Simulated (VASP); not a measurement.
GaN in VASP 6.6.1, single-point calculation

INCAR

```
NELM = 94
ISMEER = 0
EDIFF = 1E-7
LWAVE = .FALSE.
ISIF = 2
NSW = 0
SIGMA = 0.02
PREC = Accurate
NBANDS = 16
IBRION = -1
LCHARG = .FALSE.
ENCUT = 520
LASPH = .TRUE.
GGA = PE
LREAL = .FALSE.
```

KPOINTS

```
KPOINTS created by Atomic Simulation Environment
0
Gamma
10 10 10
0 0 0
```

POSCAR

```
Ga N
 1.0000000000000000
     0.0000000000000000    2.2939315918999998    2.2939315918999998
     2.2939315918999998    0.0000000000000000    2.2939315918999998
     2.2939315918999998    2.2939315918999998    0.0000000000000000
 Ga  N
   1   1
Cartesian
  0.0000000000000000  0.0000000000000000  0.0000000000000000
  1.1469657959499999  1.1469657959499999  1.1469657959499999
```

The recommended PBE PAW datasets give the neutral cell 18 valence electrons.

Command

```
mpirun -np 1 vasp_std
```

OSZICAR

```
N       E                     dE             d eps       ncg     rms          rms(c)
DAV:   1     0.850970403120E+02    0.85097E+02   -0.93338E+03  1632   0.197E+03
DAV:   2    -0.777568039967E+01   -0.92873E+02   -0.86183E+02  1728   0.332E+02
DAV:   3    -0.139903250628E+02   -0.62146E+01   -0.61836E+01  1776   0.721E+01
DAV:   4    -0.140645338863E+02   -0.74209E-01   -0.74193E-01  1888   0.862E+00
DAV:   5    -0.140655839709E+02   -0.10501E-02   -0.10536E-02  1832   0.912E-01    0.754E+00
DAV:   6    -0.121521808708E+02    0.19134E+01   -0.49811E+00  2272   0.381E+01    0.270E+00
DAV:   7    -0.121540301645E+02   -0.18493E-02   -0.29622E-01  1616   0.678E+00    0.175E+00
DAV:   8    -0.121505310153E+02    0.34991E-02   -0.69501E-02  1704   0.316E+00    0.883E-01
DAV:   9    -0.121456684812E+02    0.48625E-02   -0.13656E-02  2224   0.245E+00    0.248E-01
DAV:  10    -0.121461095718E+02   -0.44109E-03   -0.13474E-03  1656   0.431E-01    0.135E-01
DAV:  11    -0.121460232141E+02    0.86358E-04   -0.23367E-04  2184   0.254E-01    0.137E-02
DAV:  12    -0.121460278454E+02   -0.46312E-05   -0.27307E-05  1632   0.468E-02    0.341E-03
DAV:  13    -0.121460278130E+02    0.32343E-07   -0.51325E-07  2008   0.122E-02
   1 F= -.12146028E+02 E0= -.12146028E+02  d E =0.981158E-20
```

From OUTCAR

```
k-points           NKPTS =     47   k-points in BZ     NKDIM =     47   number of bands    NBANDS=     16

   NELECT =      18.0000    total number of electrons

   dimension x,y,z NGX =    24 NGY =   24 NGZ =   24
   dimension x,y,z NGXF=    48 NGYF=   48 NGZF=   48

  energy-cutoff  :      520.00
  volume of cell :       24.14
      direct lattice vectors                 reciprocal lattice vectors
     0.000000000  2.293931592  2.293931592    -0.217966395  0.217966395  0.217966395
     2.293931592  0.000000000  2.293931592     0.217966395 -0.217966395  0.217966395
     2.293931592  2.293931592  0.000000000     0.217966395  0.217966395 -0.217966395

 k-points in reciprocal lattice and weights: KPOINTS created by Atomic Simulation Env
   0.00000000  0.00000000  0.00000000       0.001
   0.10000000  0.00000000  0.00000000       0.008
   0.20000000  0.00000000  0.00000000       0.008
   0.30000000  0.00000000  0.00000000       0.008
   0.40000000  0.00000000  0.00000000       0.008
   0.50000000  0.00000000  0.00000000       0.004
   0.10000000  0.10000000  0.00000000       0.006
   0.20000000  0.10000000  0.00000000       0.024
   ...

 E-fermi :   4.8435

 k-point     1 :       0.0000    0.0000    0.0000
  band No.  band energies     occupation
      1     -10.7750      2.00000
      2      -8.6921      2.00000
      3      -8.6921      2.00000
      4      -8.6921      2.00000
      5      -8.4228      2.00000
      6      -8.4228      2.00000
      7       4.7179      2.00000
      8       4.7179      2.00000
      9       4.7179      2.00000
     10       6.0986      0.00000
     11      14.6866      0.00000
     12      14.6866      0.00000
     13      14.6866      0.00000
     14      21.6053      0.00000
     15      23.1703      0.00000
     16      23.1703      0.00000

 k-point     2 :       0.1000    0.0000    0.0000
  band No.  band energies     occupation
      1     -10.6778      2.00000
      2      -8.6805      2.00000
      3      -8.6805      2.00000
      4      -8.6488      2.00000
      5      -8.4238      2.00000
      6      -8.4238      2.00000
      7       3.5940      2.00000
      8       4.6186      2.00000
      9       4.6186      2.00000
     10       7.0011      0.00000
     11      14.1921      0.00000
     12      14.8398      0.00000
     13      14.8398      0.00000
     14      21.8275      0.00000
     15      21.9084      0.00000
     16      21.9084      0.00000

 k-point     3 :       0.2000    0.0000    0.0000
  band No.  band energies     occupation
      1     -10.4411      2.00000
      2      -8.6536      2.00000
      3      -8.6536      2.00000
      4      -8.4731      2.00000
      5      -8.4226      2.00000
      6      -8.4226      2.00000
      7       1.8549      2.00000
      8       4.3739      2.00000
      9       4.3739      2.00000
     10       8.0644      0.00000
     11      13.4287      0.00000
     12      15.0945      0.00000
     13      15.0945      0.00000
     14      20.7719      0.00000
     15      21.1580      0.00000
     16      21.1580      0.00000

 ...

  Total       -0.6130307     -0.6130307     -0.6130307      0.0000000      0.0000000     -0.0000000
  in kB      -40.6837903    -40.6837903    -40.6837903      0.0000000      0.0000000     -0.0000000
  external PRESSURE =     -40.6837903 kB  Pullay stress =       0.0000000 kB

 POSITION                                       TOTAL-FORCE (eV/Angst)
 -----------------------------------------------------------------------------------
      0.00000      0.00000      0.00000         0.000000      0.000000      0.000000
      1.14697      1.14697      1.14697        -0.000000     -0.000000     -0.000000
 -----------------------------------------------------------------------------------
    total drift:                                0.000002      0.000002      0.000001

  FREE ENERGIE OF THE ION-ELECTRON SYSTEM (eV)
  ---------------------------------------------------
  free  energy   TOTEN  =       -12.1460278130 eV

  energy  without entropy=      -12.1460278130  energy(sigma->0) =      -12.14602781
```

It converged. Results: gap between bands v and c on the k mesh 1.38 eV; least direct gap on the k mesh 1.38 eV; pressure -4.1 GPa. Band v is the last that the valence electrons fill when counted band by band, and c is the next.

One setting is odd (misspelt tag), but here it hardly changes the result.

On sound settings PBE gives a gap of 1.38 eV on its mesh and a pressure of -4.1 GPa for the intended cell. This run's energy (σ→0) differs from it by 0 meV an atom.

The run took about 12 s on one core of a shared host (Intel Xeon Platinum 8488C) and held 0.15 GiB at most.
